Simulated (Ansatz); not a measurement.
**SnO (Cmce), a vibration from a frozen displacement**

The calculation used Ansatz, DFT PBEsol, scalar-relativistic, plane waves, PAW. Settings: plane waves to 420 eV, k-mesh 10×10×4 (Γ-centred), Gaussian smearing 0.15 eV. No spin polarisation. Energies are free energies at this smearing, counted from the undisturbed cell; pressure is positive in compression.

Zero of the scan (relaxed at this level):

```xyz
8
Lattice="2.6905 -2.6905 0.0000 2.6905 2.6905 0.0000 0.0000 0.0000 9.4948" Properties=species:S:1:pos:R:3 pbc="T T T"
Sn    2.6905   -2.6861    9.4935
Sn    2.6905    2.6861    4.7461
Sn    2.6905   -0.0044    2.4415
Sn    2.6905    0.0044    7.1889
O     1.3452    1.3410    3.5938
O     4.0357   -1.3410    8.3412
O     4.0357    1.3410    3.5938
O     1.3452   -1.3410    8.3412
```

Every O atom is moved by x along the Cartesian unit vector (0.000, 1.000, 0.000); the cell and all other atoms stay fixed. The cell's volume is 137.46 Å³; the moved atoms weigh 63.996 u together and the others 474.840 u.

```
  x (Å)  ΔE (meV/cell) total force on the moved atoms along the move (eV/Å) pressure (GPa)
-0.1000          72.95                                                1.4658          0.5033
-0.0500          18.17                                                0.7276          0.1346
 0.0000           0.00                                                0.0000          0.0112
 0.0250           4.54                                               -0.3632          0.0421
 0.0750          40.95                                               -1.0948          0.2884
```

Problem. What frequency belongs to this motion?

Solution. The force constant is k = −dF/dx = 14.536 eV/Å², from the parabola through x = -0.0500, 0 and 0.0250. In every cell the moved atoms swing against the rest, so the mass is μ = m₁m₂/(m₁ + m₂) = 56.395 u, and ν̃ = 521.5 cm⁻¹ × √(|k|/μ) = 265 cm⁻¹. To first order in x, and within 1 %, the force on every atom lies along the move and, within each of the two groups, in proportion to the atom's mass, so this is itself a mode at the zone centre of this cell.

Problem. How far does the harmonic law reach?

Solution. At x = -0.100 Å, kx²/2 = 72.68 meV against the computed 72.95 meV (+0.4 %): the well is still close to harmonic there.

No gap shows at this level, though a semilocal functional can close a small gap that the real compound has; without a gap these slopes depend on the k mesh and the smearing.